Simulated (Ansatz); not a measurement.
**InAs (Fm-3m): scan of the energy under strain, by script**

What does a strain cost in InAs (Fm-3m)? The task is a scan of the energy under strain, for InAs (Fm-3m).

Program: Ansatz 0.2.0 through its Python package. Level of theory: DFT r2SCAN, plane waves, PAW. These are calculated values, not measurements.

## (1) The system

The structure is cubic, space group Fm-3m (No. 225). Conventional cell: a = 5.755 Å, b = 5.755 Å, c = 5.755 Å, α = 90.00°, β = 90.00°, γ = 90.00°. In (site symmetry m-3m) has 6 As at 2.88 Å as nearest neighbours. Around As (site symmetry m-3m) lie 6 In at 2.88 Å.

No structure file is read: the coordinates are typed or built in the script.

## (2) Script

inas_strain.py

```python
# -*- coding: utf-8 -*-
"""Energy of InAs under biaxial strain, ions carried with the cell."""

import ansatz
import numpy as np

vectors0 = np.array([
    [0.0, 2.877304, 2.877304],
    [2.877304, 0.0, 2.877304],
    [2.877304, 2.877304, 0.0],
])
sites = [
    ("In", [0.5, 0.5, 0.5]),
    ("As", [0.0, 0.0, 0.0]),
]


def build(cell):
    crystal = ansatz.Crystal(lattice=ansatz.Lattice.of(cell))
    for symbol, position in sites:
        crystal = crystal.atom(symbol, position)
    return crystal


def main():
    # clamped ions: the fractional positions stay as typed
    values = np.linspace(-0.05, 0.05, 7)
    energies = []
    for d in values:
        strain = np.diag([d, d, 0])
        cell = vectors0 @ (np.eye(3) + strain)
        calculation = build(cell).calculation()
        calculation = calculation.functional("r2SCAN")
        calculation = calculation.basis(630)
        calculation = calculation.mixing("msr1", preconditioner="resta")
        calculation = calculation.scf(tolerance=1e-06, max_iterations=100, extra_bands=4)
        calculation = calculation.occupations("fermi_dirac", width=0.05)
        calculation = calculation.kpoints(6, 6, 6)
        data = calculation.run(threads=1, backend="cpu").report
        energies.append(data["free_energy_ev"] / len(sites))
        print(f"d = {d:+.4f}  F = {energies[-1]:.5f} eV/atom")
    energies = np.array(energies)

    for value, e in zip(values, energies):
        print(f"strain {value:7.3f}   E - Emin = {1000 * (e - energies.min()):9.3f} meV/atom")
    np.savetxt("strain.csv", np.column_stack([values, energies]), fmt="%.6f", delimiter=",", header="strain,energy_eV_per_atom")
    curvature = 2 * np.polyfit(values, energies, 3)[1]
    volume = abs(np.linalg.det(vectors0)) / len(sites)
    print(f"d2E/dd2 over the volume: {curvature / volume * 160.21766:.1f} GPa")


if __name__ == "__main__":
    main()
```

## (3) The calls as engine input

The engine receives this input (first run):

```yaml
crystal:
  lattice:
    - [0.0, 2.7334388, 2.877304]
    - [2.7334388, 0.0, 2.877304]
    - [2.7334388, 2.7334388, 0.0]
  atoms:
    - { symbol: In, position: [0.5, 0.5, 0.5] }
    - { symbol: As, position: [0.0, 0.0, 0.0] }
basis:
  ecutwfc: 630.0
kpoints:
  mp_grid:
    grid: [6, 6, 6]
hamiltonian:
  xc: r2scan
scf:
  max_iter: 100
  n_extra_bands: 4
  convergence:
    dr2_threshold: 1.0e-06
  mixing:
    algorithm: msr1
    preconditioner: resta
  occupations:
    method: fermi_dirac
    width: 0.05
```

## (4) Launch

The run is started by

```console
> python inas_strain.py
```

Standard output:

```text
d = -0.0500  F = -5238.32201 eV/atom
d = -0.0333  F = -5238.35079 eV/atom
d = -0.0167  F = -5238.36127 eV/atom
d = +0.0000  F = -5238.35727 eV/atom
d = +0.0167  F = -5238.34058 eV/atom
d = +0.0333  F = -5238.31294 eV/atom
d = +0.0500  F = -5238.27638 eV/atom
strain  -0.050   E - Emin =    39.255 meV/atom
strain  -0.033   E - Emin =    10.472 meV/atom
strain  -0.017   E - Emin =     0.000 meV/atom
strain   0.000   E - Emin =     3.995 meV/atom
strain   0.017   E - Emin =    20.690 meV/atom
strain   0.033   E - Emin =    48.322 meV/atom
strain   0.050   E - Emin =    84.889 meV/atom
d2E/dd2 over the volume: 312.9 GPa
```

Run time: 32 s. Hardware: 1 thread of Arm Neoverse V1, shared host; peak memory 0.57 GiB.

File strain.csv afterwards:

```csv
# strain,energy_eV_per_atom
-0.050000,-5238.322011
-0.033333,-5238.350794
-0.016667,-5238.361265
0.000000,-5238.357270
0.016667,-5238.340575
0.033333,-5238.312943
0.050000,-5238.276376
```

## (5) Inputs of later runs

The engine's inputs for some of the other runs:

Run 4, against run 1:

```diff
@@ -3,3 +3,3 @@
-    - [0.0, 2.7334388, 2.877304]
-    - [2.7334388, 0.0, 2.877304]
-    - [2.7334388, 2.7334388, 0.0]
+    - [0.0, 2.877304, 2.877304]
+    - [2.877304, 0.0, 2.877304]
+    - [2.877304, 2.877304, 0.0]
```

Run 6, against run 1:

```diff
@@ -3,3 +3,3 @@
-    - [0.0, 2.7334388, 2.877304]
-    - [2.7334388, 0.0, 2.877304]
-    - [2.7334388, 2.7334388, 0.0]
+    - [0.0, 2.9732141333333333, 2.877304]
+    - [2.9732141333333333, 0.0, 2.877304]
+    - [2.9732141333333333, 2.9732141333333333, 0.0]
```

Run 7, against run 1:

```diff
@@ -3,3 +3,3 @@
-    - [0.0, 2.7334388, 2.877304]
-    - [2.7334388, 0.0, 2.877304]
-    - [2.7334388, 2.7334388, 0.0]
+    - [0.0, 3.0211692, 2.877304]
+    - [3.0211692, 0.0, 2.877304]
+    - [3.0211692, 3.0211692, 0.0]
```

## (6) Run by run

One row for each of the 7 runs:

```
run  strain  energy from run 3 (meV/atom)  SCF cycles  CPU time (s)
  1  -0.050                         39.25           6             5
  2  -0.033                         10.47           6           4.5
  3  -0.017                          0.00           6           4.5
  4   0.000                          4.00           6           2.7
  5   0.017                         20.69           6           4.5
  6   0.033                         48.32           6           4.6
  7   0.050                         84.89           6           4.7
```

Energies are free energies F = E - TS of the smeared occupations. 

## (7) What came out

| quantity | value |
| --- | --- |
| curvature under the strain | 312.9 GPa |
| runs compared | 7 |
| range of energy | 84.89 meV/atom |
| lowest point, strain | -0.017 |

Against the unstrained cell the energy per atom changes by +35.26 meV at one end of the scan and +80.89 meV at the other, and its second derivative over the volume is 312.9 GPa. For a metal this k-point mesh is coarse: on a finer one energies can move by several to tens of meV an atom and pressures by half a GPa or more, differences at one mesh by less. The curvature belongs to this strain pattern and to the cell's stress; it equals a single elastic constant only for simple patterns. In a metal a curvature from energy changes of a few meV or less hangs on mesh and smearing, in size and even in sign. The structure comes from a database of computed cells and needn't be a stable or known phase. The ions keep their fractional positions (clamped ions).
